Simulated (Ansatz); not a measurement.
What hybrid functionals make of KF

```cif
data_structure
_symmetry_space_group_name_H-M 'P 1'
_symmetry_Int_Tables_number 1
_cell_length_a 3.7809
_cell_length_b 3.7809
_cell_length_c 3.7809
_cell_angle_alpha 60.000
_cell_angle_beta 60.000
_cell_angle_gamma 60.000
_cell_volume 38.22
loop_
_atom_site_label
_atom_site_type_symbol
_atom_site_fract_x
_atom_site_fract_y
_atom_site_fract_z
_atom_site_occupancy
K1 K 0.00000 0.00000 0.00000 1
F1 F 0.50000 0.50000 0.50000 1
```

All runs: Ansatz, plane waves and PAW, scalar-relativistic (no spin–orbit coupling), 4×4×4 k-mesh, Gaussian smearing of 0.05 eV, no spin polarisation. Semilocal reference PBE: gap 6.17 eV, pressure 1.3 GPa. The hybrids carry no U.

Task: How do gap and pressure depend on the exact exchange?

Result: 
```
                                                                                    functional       gap  pressure (GPa)  cutoff (eV)  core-seconds
                                                                                         HSE06   8.17 eV             0.4          420           9.5
                                                                                         B3LYP   8.39 eV             0.9          420           8.7
                                                                                          PBE0   8.95 eV             0.4          420           9.6
HSE06-type hybrid with an exact-exchange fraction of 0.45 and a screening parameter of 0.3 Å⁻¹   9.32 eV            -0.3          420            11
                                      PBE0-type hybrid with an exact-exchange fraction of 0.35  10.08 eV             0.0          420            10
                                      HSE06-type hybrid with an exact-exchange fraction of 0.5  10.25 eV            -0.5          420            11
                                PBE0-type hybrid with an exact-exchange fraction taken as 1/ε∞  11.86 eV            -0.6          420            19
                                                                                  Hartree-Fock  17.49 eV             1.8          420            12
```

In the PBE0 form the gap grows almost linearly with the exact-exchange fraction, by 1.13 eV for each tenth. HSE06 has the same quarter of exact exchange as PBE0 but screens its long-range part, and its gap is 0.78 eV narrower. The dielectric-dependent PBE0 form takes the fraction 0.504 = 1/ε∞, that is ε∞ = 2.0. On shared hosts the hybrid runs at the reference's cutoff took roughly 11 to 23 times the core time of the semilocal one on the same mesh, with some more bands. Measured gap: 10.70 eV (a printed reference work (monograph)).

Caveats: core times come from shared hosts and scatter; functionals with much or all of the long-range exchange (Hartree–Fock, LC-wPBE, CAM-B3LYP) overshoot the gaps of most solids, bar the widest; gaps are read on a coarse mesh; stress loosely converged.

The gap of KF widens with exact exchange because its band edges differ so strongly in character. The valence band is mainly compact F 2p, which nonlocal exchange pulls down, while the conduction-band minimum is diffuse and s-like and gains no comparable attraction. Range matters as much as fraction: the PBE0 form at 0.35 gives a wider gap than the more strongly screened hybrid at 0.45. With so little electronic screening in this ionic crystal, long-range exchange remains important. Yet the dielectric-dependent form overshoots the measured gap, probably because a fraction suited to the long-range limit need not suit shorter distances.

Pressure follows a different pattern. Among the PBE-based functionals, more exact exchange generally lowers it, which suggests tighter binding of the anion density, but Hartree-Fock breaks the trend at 1.8 GPa. It keeps the electrostatic attraction that holds the ions together but has no correlation, and so misses the additional attraction, dispersion included, that correlation brings; this probably accounts for the higher pressure. A good gap therefore doesn't by itself identify the best functional for the lattice.
